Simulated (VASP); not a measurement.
# Mg3Te (I4/mmm) in VASP: further runs, part 2 of 2

VASP 6.6.1. Earlier steps stand in the parts before.

## 7. Equation of state, PBE, 24.66 Å³/atom (volume scaled by 1.02)

File INCAR:

```
ALGO = Normal ; EDIFF = 1E-7
ENCUT = 520 ; GGA = PE
ISIF = 2 ; ISMEAR = -1
LASPH = True ; LCHARG = False
LREAL = False ; LWAVE = False
NBANDS = 14 ; NELM = 100
PREC = Accurate ; SIGMA = 0.05
```

File KPOINTS:

```
k-points
0
Gamma
  9 9 9
```

File POSCAR:

```
Mg3Te
1.0
   -2.1535283599      2.1535283599      5.3174723838
    2.1535283599     -2.1535283599      5.3174723838
    2.1535283599      2.1535283599     -5.3174723838
Te Mg
1 3
Direct
    0.0000000000      0.0000000000      0.0000000000
    0.2500000000      0.7500000000      0.5000000000
    0.7500000000      0.2500000000      0.5000000000
    0.5000000000      0.5000000000      0.0000000000
```

On the command line:

```
$ cat potpaw_PBE.64/Te/POTCAR potpaw_PBE.64/Mg/POTCAR > POTCAR
$ mpirun -np 1 vasp_std > vasp.out
```

It took 2.1 min on 1 thread of Intel Xeon Platinum 8488C (Sapphire Rapids), shared host; peak memory 0.37 GiB.

It converged, with:

| Item | Value |
| --- | --- |
| Free energy | -8.3021 eV |
| Pressure | -0.7 GPa |
| Band gap on the k mesh | none (metal or under the smearing width) |

## 8. Equation of state, PBE, 25.14 Å³/atom (volume scaled by 1.04)

File INCAR:

```
SYSTEM = Mg3Te
  PREC = Accurate
  ENCUT = 520
  EDIFF = 1E-7
  ISMEAR = -1
  SIGMA = 0.05
  LREAL = .False.
  LASPH = .True.
  NELM = 80
  ALGO = Normal
  ISIF = 2
  LWAVE = .False.
  LCHARG = .False.
  GGA = PE
  NBANDS = 14
```

File KPOINTS:

```
Automatic mesh
0
Gamma
  9 9 9
  0 0 0
```

File POSCAR:

```
Mg3Te
1.0
   -2.1675127022      2.1675127022      5.3520023928
    2.1675127022     -2.1675127022      5.3520023928
    2.1675127022      2.1675127022     -5.3520023928
Te Mg
1 3
Direct
    0.0000000000      0.0000000000      0.0000000000
    0.2500000000      0.7500000000      0.5000000000
    0.7500000000      0.2500000000      0.5000000000
    0.5000000000      0.5000000000      0.0000000000
```

On the command line:

```
$ cat potpaw_PBE.64/Te/POTCAR potpaw_PBE.64/Mg/POTCAR > POTCAR
$ mpirun -np 1 vasp_std > vasp.out
```

It took 2.5 min on 1 thread of Intel Xeon Platinum 8488C (Sapphire Rapids), shared host; peak memory 0.38 GiB.

The run converged. Its results:

```
Free energy            : -8.2901 eV
Pressure               : -1.3 GPa
Band gap on the k mesh : none (metal or under the smearing width)
```

## 9. Equation of state, PBE, 25.63 Å³/atom (volume scaled by 1.06)

File INCAR:

```
ALGO = Normal
EDIFF = 1E-7
ENCUT = 520
GGA = PE
ISIF = 2
ISMEAR = -1
LASPH = T
LCHARG = F
LREAL = F
LWAVE = F
NBANDS = 14
NELM = 60
PREC = Accurate
SIGMA = 0.05
```

File KPOINTS:

```
k-points
0
Gamma
  9 9 9
```

File POSCAR:

```
Mg3Te
1.0
   -2.1813188878      2.1813188878      5.3860924991
    2.1813188878     -2.1813188878      5.3860924991
    2.1813188878      2.1813188878     -5.3860924991
Te Mg
1 3
Direct
    0.0000000000      0.0000000000      0.0000000000
    0.2500000000      0.7500000000      0.5000000000
    0.7500000000      0.2500000000      0.5000000000
    0.5000000000      0.5000000000      0.0000000000
```

Potentials or basis: VASP PAW PBE potentials, release 64 (Te, Mg).

On the command line:

```
$ cat potpaw_PBE.64/Te/POTCAR potpaw_PBE.64/Mg/POTCAR > POTCAR
$ mpirun -np 1 vasp_std > vasp.out
```

Wall time 2.4 min (1 thread of Intel Xeon Platinum 8488C (Sapphire Rapids), shared host); peak memory 0.38 GiB.

The run converged. Its results:

```yaml
Free_energy: -8.2708 eV
Pressure: -1.9 GPa
Band_gap_on_the_k_mesh: none (metal or under the smearing width)
```

## 10. Equation of state, PBE

This step only gathers the single runs of the series.

What came out:

| Property | Result |
| --- | --- |
| Equilibrium volume | 24.21 Å³/atom |
| Bulk modulus at fixed shape and positions | 37 GPa |
| Pressure derivative of the bulk modulus | 4.2 |

Energy against volume, from the lowest point:
| volume (Å³/atom) | energy (meV/atom) |
| --- | --- |
| 22.727 | 11.85 |
| 23.210 | 5.20 |
| 23.694 | 1.34 |
| 24.177 | 0.00 |
| 24.661 | 0.93 |
| 25.144 | 3.92 |
| 25.628 | 8.75 |

Caveat: the cell was scaled at fixed shape and fractional positions, which overstates the stiffness of a crystal with free parameters, most of all of layers and chains. The run has no spin-orbit coupling, so splittings on Te are missing.

## 11. Single point, PBEsol

File INCAR:

```
ALGO = Normal
EDIFF = 1E-7
ENCUT = 520
GGA = PS
ISIF = 2
ISMEAR = -1
LASPH = True
LCHARG = False
LREAL = False
LWAVE = False
NBANDS = 14
NELM = 80
PREC = Accurate
SIGMA = 0.05
```

KPOINTS is that of step 9.

File POSCAR:

```
Mg3Te
1.0
   -2.1393600000      2.1393600000      5.2824880000
    2.1393600000     -2.1393600000      5.2824880000
    2.1393600000      2.1393600000     -5.2824880000
Te Mg
1 3
Direct
    0.0000000000      0.0000000000      0.0000000000
    0.2500000000      0.7500000000      0.5000000000
    0.7500000000      0.2500000000      0.5000000000
    0.5000000000      0.5000000000      0.0000000000
```

On the command line:

```
$ cat potpaw_PBE.64/Te/POTCAR potpaw_PBE.64/Mg/POTCAR > POTCAR
$ mpirun -np 1 vasp_std > vasp.out
```

Run time: 71 s. Hardware: 1 thread of Intel Xeon 6975P-C (Granite Rapids), shared host; peak memory 0.38 GiB.

It converged, with:

- Free energy: -9.4109 eV
- Pressure: -1.1 GPa
- Band gap on the k mesh: none (metal or under the smearing width)

Stress tensor (GPa, compression positive):
```
-1.01  0.00  0.00
 0.00 -1.01  0.00
 0.00  0.00 -1.23
```

Levels at points of the mesh, in eV from the Fermi level:
| k point | band 2 | band 3 | band 4 | band 5 | band 6 | band 7 | band 8 | band 9 | band 10 | band 11 |
| --- | --- | --- | --- | --- | --- | --- | --- | --- | --- | --- |
| (0.00, 0.00, 0.00) | -4.32 | -4.22 | -2.64 | -2.64 | 0.25 | 1.20 | 1.55 | 1.55 | 1.72 | 3.54 |

Caveat: the PAW data sets were made with another functional, which shifts forces and pressure a little. Spin-orbit coupling is left out, which matters for the levels of Te.

## 12. Equation of state, PBEsol, 22.73 Å³/atom (volume scaled by 0.94)

INCAR is that of step 11.

KPOINTS is that of step 11.

File POSCAR:

```
Mg3Te
1.0
   -2.0956873375      2.0956873375      5.1746518643
    2.0956873375     -2.0956873375      5.1746518643
    2.0956873375      2.0956873375     -5.1746518643
Te Mg
1 3
Direct
    0.0000000000      0.0000000000      0.0000000000
    0.2500000000      0.7500000000      0.5000000000
    0.7500000000      0.2500000000      0.5000000000
    0.5000000000      0.5000000000      0.0000000000
```

Potentials or basis: VASP PAW PBE potentials, release 64 (Te, Mg).

On the command line:

```
$ cat potpaw_PBE.64/Te/POTCAR potpaw_PBE.64/Mg/POTCAR > POTCAR
$ mpirun -np 1 vasp_std > vasp.out
```

Wall time 75 s (1 thread of Intel Xeon 6975P-C (Granite Rapids), shared host); peak memory 0.37 GiB.

The run converged. Its results:

* Free energy: -9.4068 eV
* Pressure: 1.4 GPa
* Band gap on the k mesh: none (metal or under the smearing width)

Caveat: the PAW data sets were made with another functional, which shifts forces and pressure a little.

## 13. Equation of state, PBEsol, 23.21 Å³/atom (volume scaled by 0.96)

INCAR is that of step 12.

KPOINTS is that of step 12.

File POSCAR:

```
Mg3Te
1.0
   -2.1104461853      2.1104461853      5.2110942752
    2.1104461853     -2.1104461853      5.2110942752
    2.1104461853      2.1104461853     -5.2110942752
Te Mg
1 3
Direct
    0.0000000000      0.0000000000      0.0000000000
    0.2500000000      0.7500000000      0.5000000000
    0.7500000000      0.2500000000      0.5000000000
    0.5000000000      0.5000000000      0.0000000000
```

On the command line:

```
$ cat potpaw_PBE.64/Te/POTCAR potpaw_PBE.64/Mg/POTCAR > POTCAR
$ mpirun -np 1 vasp_std > vasp.out
```

Run time: 67 s. Hardware: 1 thread of Intel Xeon 6975P-C (Granite Rapids), shared host; peak memory 0.37 GiB.

It converged, with:

```
Free energy            : -9.4185 eV
Pressure               : 0.5 GPa
Band gap on the k mesh : none (metal or under the smearing width)
```

Caveat: the PAW data sets were made with another functional, which shifts forces and pressure a little.

## 14. Equation of state, PBEsol, 23.69 Å³/atom (volume scaled by 0.98)

INCAR is that of step 13.

KPOINTS is that of step 13.

File POSCAR:

```
Mg3Te
1.0
   -2.1250014466      2.1250014466      5.2470339922
    2.1250014466     -2.1250014466      5.2470339922
    2.1250014466      2.1250014466     -5.2470339922
Te Mg
1 3
Direct
    0.0000000000      0.0000000000      0.0000000000
    0.2500000000      0.7500000000      0.5000000000
    0.7500000000      0.2500000000      0.5000000000
    0.5000000000      0.5000000000      0.0000000000
```

On the command line:

```
$ cat potpaw_PBE.64/Te/POTCAR potpaw_PBE.64/Mg/POTCAR > POTCAR
$ mpirun -np 1 vasp_std > vasp.out
```

Run time: 72 s. Hardware: 1 thread of Intel Xeon 6975P-C (Granite Rapids), shared host; peak memory 0.37 GiB.

It converged, with:

- Free energy: -9.4195 eV
- Pressure: -0.3 GPa
- Band gap on the k mesh: none (metal or under the smearing width)

Caveat: the PAW data sets were made with another functional, which shifts forces and pressure a little.

## 15. Equation of state, PBEsol, 24.66 Å³/atom (volume scaled by 1.02)

INCAR is that of step 14.

KPOINTS is that of step 14.

File POSCAR:

```
Mg3Te
1.0
   -2.1535283599      2.1535283599      5.3174723838
    2.1535283599     -2.1535283599      5.3174723838
    2.1535283599      2.1535283599     -5.3174723838
Te Mg
1 3
Direct
    0.0000000000      0.0000000000      0.0000000000
    0.2500000000      0.7500000000      0.5000000000
    0.7500000000      0.2500000000      0.5000000000
    0.5000000000      0.5000000000      0.0000000000
```

Potentials or basis: VASP PAW PBE potentials, release 64 (Te, Mg).

On the command line:

```
$ cat potpaw_PBE.64/Te/POTCAR potpaw_PBE.64/Mg/POTCAR > POTCAR
$ mpirun -np 1 vasp_std > vasp.out
```

Run time: 64 s. Hardware: 1 thread of Intel Xeon 6975P-C (Granite Rapids), shared host; peak memory 0.37 GiB.

It converged, with:

- Free energy: -9.3937 eV
- Pressure: -1.8 GPa
- Band gap on the k mesh: none (metal or under the smearing width)

Caveat: the PAW data sets were made with another functional, which shifts forces and pressure a little.

## 16. Equation of state, PBEsol, 25.14 Å³/atom (volume scaled by 1.04)

INCAR is that of step 15.

KPOINTS is that of step 15.

File POSCAR:

```
Mg3Te
1.0
   -2.1675127022      2.1675127022      5.3520023928
    2.1675127022     -2.1675127022      5.3520023928
    2.1675127022      2.1675127022     -5.3520023928
Te Mg
1 3
Direct
    0.0000000000      0.0000000000      0.0000000000
    0.2500000000      0.7500000000      0.5000000000
    0.7500000000      0.2500000000      0.5000000000
    0.5000000000      0.5000000000      0.0000000000
```

On the command line:

```
$ cat potpaw_PBE.64/Te/POTCAR potpaw_PBE.64/Mg/POTCAR > POTCAR
$ mpirun -np 1 vasp_std > vasp.out
```

Wall time 68 s (1 thread of Intel Xeon 6975P-C (Granite Rapids), shared host); peak memory 0.38 GiB.

It converged, with:

| Quantity | Value |
| --- | --- |
| Free energy | -9.3687 eV |
| Pressure | -2.4 GPa |
| Band gap on the k mesh | none (metal or under the smearing width) |

Caveat: the PAW data sets were made with another functional, which shifts forces and pressure a little.

## 17. Equation of state, PBEsol, 25.63 Å³/atom (volume scaled by 1.06)

INCAR is that of step 16.

KPOINTS is that of step 16.

File POSCAR:

```
Mg3Te
1.0
   -2.1813188878      2.1813188878      5.3860924991
    2.1813188878     -2.1813188878      5.3860924991
    2.1813188878      2.1813188878     -5.3860924991
Te Mg
1 3
Direct
    0.0000000000      0.0000000000      0.0000000000
    0.2500000000      0.7500000000      0.5000000000
    0.7500000000      0.2500000000      0.5000000000
    0.5000000000      0.5000000000      0.0000000000
```

On the command line:

```
$ cat potpaw_PBE.64/Te/POTCAR potpaw_PBE.64/Mg/POTCAR > POTCAR
$ mpirun -np 1 vasp_std > vasp.out
```

It took 70 s on 1 thread of Intel Xeon 6975P-C (Granite Rapids), shared host; peak memory 0.38 GiB.

It converged, with:

* Free energy: -9.3367 eV
* Pressure: -2.9 GPa
* Band gap on the k mesh: none (metal or under the smearing width)

Caveat: the PAW data sets were made with another functional, which shifts forces and pressure a little.

## 18. Single point, PBEsol (atoms moved at random, drawn with an rms of 0.05 Å)

INCAR is that of step 17.

KPOINTS is that of step 17.

File POSCAR:

```
Mg3Te
1.0
   -2.1393600000      2.1393600000      5.2824880000
    2.1393600000     -2.1393600000      5.2824880000
    2.1393600000      2.1393600000     -5.2824880000
Te Mg
1 3
Direct
    0.0041340000     -0.0009310000      0.0022340000
    0.2489900000      0.7589190000      0.5030360000
    0.7536050000      0.2463450000      0.4984110000
    0.4911550000      0.5146360000      0.0038850000
```

Potentials or basis: VASP PAW PBE potentials, release 64 (Te, Mg).

On the command line:

```
$ cat potpaw_PBE.64/Te/POTCAR potpaw_PBE.64/Mg/POTCAR > POTCAR
$ mpirun -np 1 vasp_std > vasp.out
```

OUTCAR:

```text
EDIFF = 1E-7
   ENCUT = 520
   GGA = PS
   ISIF = 2
   ISMEAR = -1
   LASPH = True
   LREAL = False
   NELM = 80
   PREC = Accurate

 ion  position               nearest neighbor table
   1  0.004  0.999  0.002-   4 2.94   4 3.02   4 3.03   4 3.11   2 3.36   3 3.39   2 3.39   3 3.40
                             2 3.40   3 3.40   3 3.40   2 3.44
   2  0.249  0.759  0.503-   3 2.97   3 3.01   3 3.04   3 3.08   1 3.36   4 3.37   1 3.39   4 3.39
                             1 3.40   4 3.41   4 3.43   1 3.44
   3  0.754  0.246  0.498-   2 2.97   2 3.01   2 3.04   2 3.08   4 3.35   4 3.37   1 3.39   1 3.40
                             1 3.40   1 3.40   4 3.44   4 3.45
   4  0.491  0.515  0.004-   1 2.94   1 3.02   1 3.03   1 3.11   3 3.35   2 3.37   3 3.37   2 3.39
                             2 3.41   2 3.43   3 3.44   3 3.45

  LATTYP: Found a body centered tetragonal cell.
 ALAT       =     4.2787200000
 C/A-ratio  =     2.4691907860

  Lattice vectors:

 A1 = (  -2.1393600000,   2.1393600000,   5.2824880000)
 A2 = (   2.1393600000,  -2.1393600000,   5.2824880000)
 A3 = (   2.1393600000,   2.1393600000,  -5.2824880000)

Analysis of symmetry for initial positions (statically):
[... 197 lines left out ...]
     11       8.0336      0.00000
     12      10.9159      0.00000
     13      10.9359      0.00000
     14      11.1425      0.00000
[... 377 lines left out ...]
      1      -7.5371      2.00000
      2      -0.7948      2.00000
      3       0.2915      2.00000
      4       1.3465      2.00000
      5       2.3916      2.00000
      6       3.9830      1.99993
      7       5.3959      0.00000
      8       6.2790      0.00000
      9       7.2464      0.00000
     10       8.0055      0.00000
     11       8.4726      0.00000
     12       9.4234      0.00000
     13      10.6938      0.00000
     14      11.0340      0.00000

 [... further k-points ...]

------------------------ aborting loop because EDIFF is reached ----------------------------------------

  FORCE on cell =-STRESS in cart. coord.  units (eV):
  Direction    XX          YY          ZZ          XY          YZ          ZX
  --------------------------------------------------------------------------------------
  -------------------------------------------------------------------------------------
  Total       -0.5337509     -0.5681252     -0.7134153     -0.0693364     -0.0182917     -0.0354759
  in kB       -8.8426601     -9.4121408    -11.8191643     -1.1486981     -0.3030386     -0.5877299
  external PRESSURE =     -10.0246551 kB  Pullay stress =       0.0000000 kB

 VOLUME and BASIS-vectors are now :
 -----------------------------------------------------------------------------
  energy-cutoff  :      520.00
  volume of cell :       96.71
      direct lattice vectors                 reciprocal lattice vectors
    -2.139360000  2.139360000  5.282488000     0.000000000  0.233714756  0.094652368
     2.139360000 -2.139360000  5.282488000     0.233714756  0.000000000  0.094652368
     2.139360000  2.139360000 -5.282488000     0.233714756  0.233714756  0.000000000

 POSITION                                       TOTAL-FORCE (eV/Angst)
 -----------------------------------------------------------------------------------
      2.13330     -2.12374      5.28761         0.125112     -0.111228      0.009899
      2.16710     -0.01475      2.66699        -0.099318      0.055645     -0.018499
     -0.01893      2.15149      2.64937         0.128863     -0.077123     -0.005756
      0.05855     -0.04192      5.29256        -0.154657      0.132706      0.014356
 -----------------------------------------------------------------------------------
    total drift:                               -0.000007      0.000010     -0.000017

  FREE ENERGIE OF THE ION-ELECTRON SYSTEM (eV)
  ---------------------------------------------------
  free  energy   TOTEN  =        -9.3988415419 eV

  energy  without entropy=       -9.3791750664  energy(sigma->0) =       -9.38900830
```

stdout:

```text
POSCAR found type information on POSCAR TeMg
 POSCAR found :  2 types and       4 ions
 scaLAPACK will be used
 -----------------------------------------------------------------------------
|                                                                             |
|                                                                             |
|     You enforced a specific xc type in the INCAR file but a different       |
|     I HOPE YOU KNOW WHAT YOU ARE DOING!                                     |
|                                                                             |
 -----------------------------------------------------------------------------

 LDA part: xc-table for (Slater+PW92), standard interpolation
 POSCAR, INCAR and KPOINTS ok, starting setup
 FFT: planning ... GRIDC
 FFT: planning ... GRID_SOFT
 FFT: planning ... GRID
 WAVECAR not read
 entering main loop
```

Run time: 5.4 min. Hardware: 1 thread of Intel Xeon 6975P-C (Granite Rapids), shared host; peak memory 0.71 GiB.

What came out:

- Free energy: -9.3988 eV
- Pressure: -1.0 GPa
- Largest force: 0.204 eV/Å
- Band gap on the k mesh: none (metal or under the smearing width)

Forces in eV/Å, atoms in the order of the input:
```
Te   0.125 -0.111  0.010
Mg  -0.099  0.056 -0.018
Mg   0.129 -0.077 -0.006
Mg  -0.155  0.133  0.014
```

Levels at points of the mesh, in eV from the Fermi level:
```tsv
k point	band 4	band 5	band 6	band 7	band 8	band 9
(0.00, 0.00, 0.00)	-2.65	-2.64	0.25	1.20	1.55	1.55
```

Caveat: the PAW data sets were made with another functional, which shifts forces and pressure a little. The run has no spin-orbit coupling, so splittings on Te are missing.

## 19. Equation of state, PBEsol

No new run: the results of the series are fitted here.

Results:

* Equilibrium volume: 23.50 Å³/atom
* Bulk modulus at fixed shape and positions: 40 GPa
* Pressure derivative of the bulk modulus: 4.2

Energy against volume, from the lowest point:
| volume (Å³/atom) | energy (meV/atom) |
| --- | --- |
| 22.727 | 3.18 |
| 23.210 | 0.26 |
| 23.694 | 0.00 |
| 24.177 | 2.14 |
| 24.661 | 6.45 |
| 25.144 | 12.70 |
| 25.628 | 20.69 |

Caveat: the cell was scaled at fixed shape and fractional positions, which overstates the stiffness of a crystal with free parameters, most of all of layers and chains; the PAW data sets were made with another functional, which shifts forces and pressure a little.

## 20. Overview

| task | level | cell | ladder | gap on the mesh (eV) | pressure (GPa) | V0 of scaled cells (Å³/atom) | B0 (GPa) | largest force (eV/Å) |
| --- | --- | --- | --- | --- | --- | --- | --- | --- |
| single point | PBE | as given | - | none | 0.1 | - | - | - |
| single point | PBE | atoms moved at random, drawn with an rms of 0.05 Å | - | none | 0.1 | - | - | 0.21 |
| equation of state | PBE | as given | - | - | - | 24.21 | 37 | - |
| single point | PBEsol | as given | free | none | -1.1 | - | - | - |
| single point | PBEsol | atoms moved at random, drawn with an rms of 0.05 Å | free | none | -1.0 | - | - | 0.20 |
| equation of state | PBEsol | as given | free | - | - | 23.50 | 40 | - |

Alike in all rows: potentials or basis VASP PAW PBE potentials, release 64 (Te, Mg); no spin polarisation; k mesh 9 × 9 × 9; cutoff (eV) 520; smearing fermi-dirac 0.05 eV.

Caveats: the PAW data sets were made with another functional, which shifts forces and pressure a little (some runs); the cell was scaled at fixed shape and fractional positions, which overstates the stiffness of a crystal with free parameters, most of all of layers and chains (some runs).

Total energies depend on the potentials used, so only differences within one code and one set of settings carry meaning.
